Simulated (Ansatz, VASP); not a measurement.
One calculation of Rb, two programs

INCAR

```
PREC = Accurate
ENCUT = 520
EDIFF = 1E-6
ISMEAR = 0
SIGMA = 0.15
LREAL = False
LASPH = True
NELM = 60
ALGO = Fast
ISIF = 2
LWAVE = False
LCHARG = False
GGA = PS
NBANDS = 10
```

Contents of KPOINTS:

```
regular mesh
0
Gamma
  12 12 12
```

POSCAR

```
Rb
1.0
   -2.6657000000      2.6657000000      2.9463000000
    2.6657000000     -2.6657000000      2.9463000000
    2.6657000000      2.6657000000     -2.9463000000
Rb
1
Direct
    0.0000000000      0.0000000000      0.0000000000
```

Input for Ansatz:

```yaml
crystal:
  lattice:
    - [-2.6657, 2.6657, 2.9463]
    - [2.6657, -2.6657, 2.9463]
    - [2.6657, 2.6657, -2.9463]
  atoms:
    - { symbol: Rb, position: [0.0, 0.0, 0.0] }
basis:
  ecutwfc: 420
kpoints:
  mp_grid: { grid: [12, 12, 12] }
hamiltonian:
  xc: pbesol
scf:
  occupations: { method: gaussian, width: 0.15 }
output:
  forces: true
  stress: true
  eigenvalues: true
```

Change from the starting cell: strain -0.050 along x and y, +0.050 along z, atoms carried along.

Alike in both runs: task single point; functional PBEsol; k mesh 12 × 12 × 12; occupations gaussian, width 0.15 eV; no spin polarisation.

```csv
,VASP,Ansatz
version,VASP 6.6.1,Ansatz 0.2.0
potentials or method,"VASP PAW PBE potentials, release 64 (Rb_sv)","scalar-relativistic, plane waves, PAW"
plane-wave cutoff (eV),520,420
valence electrons in the cell,9,9
```

|  | VASP | Ansatz | Ansatz less VASP |
| --- | --- | --- | --- |
| gap on the k mesh at the Fermi level (eV) | none | none | - |
| pressure (GPa) | 0.1 | 0.1 | 0.00 |

A gap of «none» marks a metal or a gap that the smearing closes.

Caveats: the PAW data sets were made with another functional, which shifts forces and pressure a little (VASP).
